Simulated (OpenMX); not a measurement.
BAs:

```xyz
2
Lattice="0.0000 2.3885 2.3885 2.3885 0.0000 2.3885 2.3885 2.3885 0.0000" Properties=species:S:1:pos:R:3 pbc="T T T"
As    3.5827    3.5827    3.5827
B     0.0000    0.0000    0.0000
```

| Quantity | Value |
| --- | --- |
| Program | OpenMX 3.8.5 |
| Task | single point |
| Functional | PBE |
| Potentials or basis | OpenMX 2013 PBE set, As7.0-s3p2d2, B7.0-s2p2d1, grid cutoff 500 Ry |
| k mesh | 11 × 11 × 11 |
| Occupations | fermi-dirac, width 0.05 eV |
| Spin | no spin polarisation |

On this cell: pressure 2.7 GPa; largest force zero by symmetry; band gap on the k mesh 1.26 eV, indirect (least direct gap 3.35 eV).

The same run follows on a disturbed copy (atoms moved at random, drawn with an rms of 0.05 Å):

```
As B
1.0
     0.00000    2.38850    2.38850
     2.38850    0.00000    2.38850
     2.38850    2.38850    0.00000
As B
1 1
Direct
  0.74962 0.74959 0.73170
  0.00331 0.97773 0.98514
```

Problem. What changes?

Solution. The energy moves by +17.6 meV/atom; pressure 3.1 GPa; largest force 1.089 eV/Å; band gap on the k mesh 0.73 eV, indirect (least direct gap 2.46 eV).

Forces in eV/Å, atoms in the order of the input:
```
As  -0.740  0.193 -0.776
B    0.739 -0.195  0.729
```

Caveats: an odd mesh through Γ misses points on the zone boundary, where band edges often lie; the basis of atomic orbitals isn't converged, which shifts pressures, moduli and gaps.
